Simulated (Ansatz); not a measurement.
Two isomers of C4H6O: A = `C=CC(C)=O`, B = `C/C=C/C=O`.

Program: Ansatz. Geometries: PBE0-D4/def2-TZVP. ΔE: electronic, gas phase. CCSD(T)/CBS is the MP2 limit (def2-TZVPP, def2-QZVPP) plus CCSD(T) − MP2 in def2-TZVPP, frozen cores. Functionals use def2-TZVPP. B3LYP here is the variant with VWN-RPA as its local correlation; programs differ in this. Each species was taken in one conformer, which may not be the lowest.

A:

Z-matrix (Å, degrees):
```
C
C 1 1.506
H 1 1.088 2 108.9
H 1 1.093 2 110.8 3 -120.5
H 1 1.093 2 110.7 3 120.4
C 2 1.481 1 119.1 3 179.6
O 2 1.211 1 121.4 3 -0.4
C 6 1.328 2 124.9 1 -0.0
H 6 1.086 2 113.9 1 180.0
H 8 1.084 6 121.4 2 180.0
H 8 1.084 6 122.0 2 -0.0
```

B:

Z-matrix (Å, degrees):
```
C
C 1 1.483
H 1 1.095 2 110.6
H 1 1.090 2 111.9 3 121.3
H 1 1.095 2 110.5 3 -117.4
C 2 1.334 1 125.9 3 -121.9
H 2 1.090 1 116.5 3 58.2
C 6 1.461 2 120.6 1 -179.9
H 6 1.086 2 122.2 1 0.1
O 8 1.206 6 124.8 2 179.9
H 8 1.113 6 114.4 2 -0.1
```

Task: Which is lower in electronic energy at CCSD(T)/CBS, and by how much? (Estimate.)

Result: Computed: A, by 2.1 kcal/mol.

Task: Give E(B) − E(A) in kcal/mol with BLYP-D4, ωB97M-V, CCSD/def2-TZVPP, r2SCAN-D4, HF/def2-TZVPP, B3LYP-D4, B3LYP. (An estimate is asked.)

Result: Ansatz gave: BLYP-D4 0.7, ωB97M-V 1.9, CCSD/def2-TZVPP 1.9, r2SCAN-D4 1.0, HF/def2-TZVPP 1.3, B3LYP-D4 1.0, B3LYP 0.4. None reverses the order clearly.

Task: Does the order hold for the free energy at 298.15 K (harmonic terms from PBE0-D4)? (Estimate.)

Result: The calculation gave: Yes: G(B) − G(A) = +2.2 kcal/mol, for one conformer each.

Largest T1 diagnostic: 0.014.

Leaving LDA and LC-ωPBE aside and taking each functional with its dispersion term where it has one, the values, not all of them listed here, spread over 1.5 kcal/mol, from PBE-D4 to ωB97M-V. At CCSD(T), def2-SVP lies −0.8 kcal/mol from the extrapolated value and def2-TZVPP −0.2 kcal/mol.
